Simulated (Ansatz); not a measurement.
Input and output of a one-shot G0W0 calculation on MoS₂ (P-6m2) from a database structure (Ansatz, G0W0@r2SCAN with 96 empty bands, a screening cutoff of 80 eV and a 6×6×2 mesh). Cell and atoms come from a relaxation with r2SCAN+rVV10.

Input (YAML):
```yaml
crystal:
  lattice:
    - [3.1710519965, 0.0, 0.0]
    - [-1.5855259982, 2.7462115857, 0.0]
    - [0.0, 0.0, 6.809688909]
  atoms:
    - { symbol: Mo, position: [0.0, 0.0, 0.0] }
    - { symbol: S, position: [0.3333333333, 0.6666666667, 0.2285702679] }
    - { symbol: S, position: [0.3333333333, 0.6666666667, 0.7714297321] }
kpoints:
  mp_grid: { grid: [6, 6, 2] }
hamiltonian:
  xc: r2scan
scf:
  occupations: { method: fixed }
gw:
  n_empty_bands: 96
  ecut_chi: 80
  qp_bands: [v2, c2]
  qp_kpoints: band_edges
  screening: { model: contour_deformation }
```

Command: `ansatz run input.yaml --threads 2 --pin off --max-ram 3686MiB --backend cpu --events-out ev --progress --plain --runs-dir out`. Wall time 33 s on 2 threads of Arm Neoverse V2, with other jobs on the host, load about 0.6 per core; peak host memory 0.47 GiB.

Output, abridged:
```
Functional definition: r2SCAN
Crystal: 3 atoms, lattice volume = 59.301 Å³
Basis set: ecut = 500 eV, 1507 PW (Γ)
Bands: 17, of which v1, the nominal top of the filled ones, is band 13 counted from 1 (12 counted from 0)
Symmetry: 12 space group operations
Space group: P-6m2 (ITA 187)
k-points: 14 of 72 (time reversal used)
Free energy (F): -6782.117845 eV
Fermi energy:    8.969041 eV
--- G₀W₀: contour deformation, 7 samples at zero and on the imaginary axis and 1 off it, 72 q-points, 96 empty bands' worth ---
    ik  band        ε_KS         Σx   Σc(E_QP)       V_xc       Z   E_QP_lin       E_QP  E_QP is
     0    12      7.2896   -18.3507     2.5720   -15.7216  0.7436     7.2324     7.2325  root
     0    13      8.1842   -18.3759     1.1847   -17.3110  0.7421     8.3037     8.3039  root
     0    14     11.5256   -13.7380    -4.0524   -18.4488  0.7467    12.1937    12.1840  root
     0    15     11.5256   -13.7380    -4.0524   -18.4488  0.7467    12.1937    12.1840  root
     1    12      6.8966   -20.3022     1.8025   -18.7412  0.7433     7.1371     7.1381  root
     1    13      8.9690   -19.6758     0.9277   -18.9577  0.7435     9.1782     9.1787  root
     1    14     11.4769   -13.6736    -4.0608   -18.3924  0.7473    12.1445    12.1349  root
     1    15     11.4769   -13.6736    -4.0608   -18.3924  0.7473    12.1445    12.1349  root
     2    12      7.7703   -18.5501     2.3082   -16.2219  0.7515     7.7502     7.7502  root
     2    13      8.0298   -19.0512     1.3054   -17.9049  0.7390     8.1885     8.1889  root
     2    14     10.8130   -13.0331    -3.8172   -17.3898  0.7486    11.3583    11.3524  root
     2    15     11.3080   -14.1264    -3.9338   -18.6800  0.7358    11.9374    11.9277  root
     3    12      7.0523   -18.1284     2.3509   -15.7367  0.7460     7.0114     7.0114  root
     3    13      8.4643   -19.6904     1.1824   -18.7072  0.7420     8.6629     8.6634  root
     3    14     11.2507   -13.7592    -4.2043   -18.6061  0.7537    11.9018    11.8933  root
     3    15     11.2992   -14.1055    -4.0290   -18.7427  0.7336    11.9173    11.9072  root
     4    12      7.1500   -19.0191     2.5323   -16.4874  0.7383     7.1507     7.1507  root
     4    13      7.4266   -18.7434     1.5069   -17.3660  0.7353     7.5557     7.5561  root
     4    14     10.8025   -13.8404    -4.0551   -18.4864  0.7426    11.4010    11.3933  root
     4    15     10.8892   -15.3816    -4.0743   -20.1469  0.7367    11.5910    11.5802  root
     6    12      7.4221   -18.9048     2.1986   -16.7750  0.7487     7.4909     7.4910  root
     6    13      7.7193   -17.9792     1.4827   -16.5344  0.7481     7.7572     7.7572  root
     6    14     10.9387   -16.6603    -4.3929   -21.8114  0.7297    11.7112    11.6969  root
     6    15     11.3882   -15.5619    -4.5736   -20.8065  0.7205    12.0737    12.0591  root
     7    12      7.4720   -18.9840     2.1880   -16.8705  0.7492     7.5464     7.5465  root
     7    13      8.0397   -18.2933     1.4464   -16.8953  0.7522     8.0880     8.0881  root
     7    14     10.9529   -16.6749    -4.3871   -21.8191  0.7295    11.7243    11.7100  root
     7    15     11.5291   -16.1398    -4.6639   -21.4963  0.7136    12.2378    12.2217  root
     8    12      7.6413   -19.7490     1.4643   -18.4948  0.7335     7.8505     7.8513  root
     8    13      7.7015   -18.9759     2.3757   -16.6027  0.7487     7.7040     7.7040  root
     8    14     10.3860   -13.0708    -3.6929   -17.3010  0.7538    10.9283    10.9232  root
     8    15     11.0942   -14.9564    -4.2323   -19.8540  0.7333    11.7707    11.7593  root
     9    12      7.1377   -18.3881     2.4998   -15.8431  0.7445     7.0924     7.0925  root
     9    13      7.7762   -19.9118     1.4472   -18.6800  0.7356     7.9908     7.9916  root
     9    14     10.8411   -14.2859    -3.9404   -18.8534  0.7428    11.4766    11.4681  root
     9    15     11.2934   -13.6000    -4.3722   -18.6192  0.7545    11.9492    11.9403  root
  […]
```

The points are ik 0 = (0, 0, 0) (Γ), ik 1 = (0, 0, -1/2), ik 2 = (0, 1/6, 0), ik 3 = (0, 1/6, -1/2), ik 4 = (0, 1/3, 0), ik 6 = (0, -1/2, 0), ik 7 = (0, -1/2, -1/2), ik 8 = (1/6, 1/6, 0), ik 9 = (1/6, 1/6, -1/2), ik 10 = (1/6, 1/3, 0), ik 11 = (1/6, 1/3, -1/2), ik 12 = (1/3, 1/3, 0); band 13 is the last filled one.

Over the mesh points the r2SCAN gap of 1.34 eV becomes a quasiparticle gap of 1.74 eV (k = (0, 0, -1/2) to k = (1/6, 1/6, 0)), a change of +0.40 eV. Renormalisation factors Z lie between 0.70 and 0.75. G0W0 values are finite-basis, finite-mesh values.

The values are computed, spin-unpolarised, and not measurements.

The runs are scalar-relativistic, without spin-orbit coupling.
